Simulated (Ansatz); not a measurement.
## CdS

Level of theory: DFT, r²SCAN, scalar-relativistic, no spin polarisation; plane waves to 500 eV with PAW datasets (Ansatz 0.2.0), Γ-centred 8×8×8 mesh, 0.05 eV Gaussian smearing. The datasets are Ansatz's generated set soft_2.

```
CELL_PARAMETERS angstrom
0.00000 2.93892 2.93892
2.93892 0.00000 2.93892
2.93892 2.93892 0.00000
ATOMIC_POSITIONS crystal
Cd 0.00000 0.00000 0.00000
S 0.75000 0.75000 0.75000
```

The chain of runs began from a cell as deposited in COD, expanded in volume. Of that entry: the entry's cell lengths or inner coordinates differ somewhat from later room-temperature determinations.

Task: Which orbitals make up the states within about 0.6 eV of each band edge?

Result: Valence edge: S 3p 92 %. Conduction edge: Cd 5s 63 %, S 3s 26 %, S 3p 11 %. Shares are among the projected shells; the gap is 1.54 eV.

Density of states (tetrahedra, averaged over 0.3 eV; states/eV per cell of 2 atoms; energy in eV from the Fermi level; projections on Löwdin-orthogonalised atomic orbitals, summed over sites):

| E | total | S 3p | Cd 5s | Cd 4d | S 3s |
| --- | --- | --- | --- | --- | --- |
| -7.60 | 1.75 | 0.01 | 0.01 | 1.56 | 0.16 |
| -7.30 | 0.00 | 0.00 | 0.00 | 0.00 | 0.00 |
| -7.00 | 0.00 | 0.00 | 0.00 | 0.00 | 0.00 |
| -6.70 | 0.00 | 0.00 | 0.00 | 0.00 | 0.00 |
| -6.40 | 0.00 | 0.00 | 0.00 | 0.00 | 0.00 |
| -6.10 | 0.00 | 0.00 | 0.00 | 0.00 | 0.00 |
| -5.80 | 0.00 | 0.00 | 0.00 | 0.00 | 0.00 |
| -5.50 | 0.00 | 0.00 | 0.00 | 0.00 | 0.00 |
| -5.20 | 0.00 | 0.00 | 0.00 | 0.00 | 0.00 |
| -4.90 | 0.52 | 0.37 | 0.12 | 0.01 | 0.01 |
| -4.60 | 2.80 | 1.85 | 0.80 | 0.07 | 0.04 |
| -4.30 | 1.14 | 0.74 | 0.28 | 0.06 | 0.04 |
| -4.00 | 0.65 | 0.42 | 0.14 | 0.04 | 0.04 |
| -3.70 | 0.43 | 0.28 | 0.08 | 0.03 | 0.03 |
| -3.40 | 0.33 | 0.21 | 0.06 | 0.03 | 0.03 |
| -3.10 | 1.45 | 1.24 | 0.05 | 0.07 | 0.02 |
| -2.80 | 1.71 | 1.48 | 0.05 | 0.09 | 0.02 |
| -2.50 | 2.24 | 1.99 | 0.04 | 0.11 | 0.02 |
| -2.20 | 2.29 | 2.04 | 0.03 | 0.12 | 0.01 |
| -1.90 | 2.27 | 2.03 | 0.02 | 0.13 | 0.01 |
| -1.60 | 2.26 | 2.03 | 0.01 | 0.14 | 0.01 |
| -1.30 | 1.25 | 1.13 | 0.01 | 0.08 | 0.00 |
| -1.00 | 0.62 | 0.56 | 0.00 | 0.05 | 0.00 |
| -0.70 | 0.04 | 0.04 | 0.00 | 0.00 | 0.00 |
| -0.40 | 0.00 | 0.00 | 0.00 | 0.00 | 0.00 |
| -0.10 | 0.00 | 0.00 | 0.00 | 0.00 | 0.00 |
| 0.20 | 0.00 | 0.00 | 0.00 | 0.00 | 0.00 |
| 0.50 | 0.00 | 0.00 | 0.00 | 0.00 | 0.00 |
| 0.80 | 0.00 | 0.00 | 0.00 | 0.00 | 0.00 |
| 1.10 | 0.01 | 0.00 | 0.01 | 0.00 | 0.00 |
| 1.40 | 0.04 | 0.01 | 0.02 | 0.00 | 0.01 |
| 1.70 | 0.06 | 0.01 | 0.04 | 0.00 | 0.01 |
| 2.00 | 0.10 | 0.02 | 0.06 | 0.00 | 0.02 |
| 2.30 | 0.15 | 0.03 | 0.09 | 0.00 | 0.02 |
| 2.60 | 0.28 | 0.06 | 0.16 | 0.00 | 0.04 |
| 2.90 | 0.60 | 0.12 | 0.33 | 0.00 | 0.06 |
| 3.20 | 0.74 | 0.15 | 0.37 | 0.00 | 0.06 |
| 3.50 | 1.20 | 0.20 | 0.47 | 0.00 | 0.06 |
| 3.80 | 1.42 | 0.23 | 0.52 | 0.00 | 0.05 |
| 4.10 | 1.44 | 0.27 | 0.54 | 0.00 | 0.03 |
| 4.40 | 1.08 | 0.21 | 0.37 | 0.00 | 0.01 |
| 4.70 | 0.96 | 0.17 | 0.26 | 0.00 | 0.01 |
| 5.00 | 1.21 | 0.18 | 0.26 | 0.00 | 0.00 |
| 5.30 | 1.48 | 0.13 | 0.16 | 0.00 | 0.00 |
| 5.60 | 1.33 | 0.06 | 0.04 | 0.00 | 0.00 |
| 5.90 | 0.81 | 0.03 | 0.02 | 0.00 | 0.00 |

Formal charges Cd²⁺, S²⁻ balance and leave closed shells on every ion, so a band insulator is expected, and the gap is 1.54 eV.

Crossing the gap moves an electron from the anion's filled p shell to the metal's empty orbitals, as in polar semiconductors.

Kohn–Sham gaps of semilocal functionals lie under measured ones, often by a third or more.
